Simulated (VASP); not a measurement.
**HgSe: band structure with PBE**

The system is HgSe.

```
Hg Se
1.0
     0.00000    3.07281    3.07281
     3.07281    0.00000    3.07281
     3.07281    3.07281    0.00000
Hg Se
1 1
Direct
  0.00000 0.00000 0.00000
  0.25000 0.25000 0.25000
```

```json
{"Program": "VASP 6.6.1", "Task": "band structure", "Functional": "PBE", "Potentials or basis": "VASP PAW PBE potentials, release 64 (Hg, Se)", "Cutoff": "520 eV", "k mesh": "6 × 6 × 6", "Occupations": "gaussian, width 0.03 eV", "Spin": "no spin polarisation", "Grid for exact exchange (PRECFOCK)": "Fast", "Further INCAR settings": "ALGO = Fast; EDIFF = 1e-07"}
```

* Pressure: 3.0 GPa
* Band gap along the path: none (metal or under the smearing width)

Levels at points of the mesh, in eV from the Fermi level:
| k point | band 7 | band 8 | band 9 | band 10 | band 11 | band 12 |
| --- | --- | --- | --- | --- | --- | --- |
| (0.00, 0.00, 0.00) | -0.99 | -0.01 | -0.01 | -0.01 | 5.52 | 5.52 |
| (0.50, 0.00, 0.00) | -5.31 | -0.92 | -0.92 | 1.10 | 6.26 | 6.26 |
| (0.50, 0.50, 0.00) | -4.95 | -2.18 | -2.18 | 2.74 | 3.06 | 8.40 |

Wall time 4.9 s on 8 MPI ranks on Intel(R) Xeon(R) Platinum 8488C (Sapphire Rapids), with other jobs on the host, peak memory 0.19 GiB a rank.

Caveat: spin-orbit coupling is left out, which moves the levels of the heavy elements.
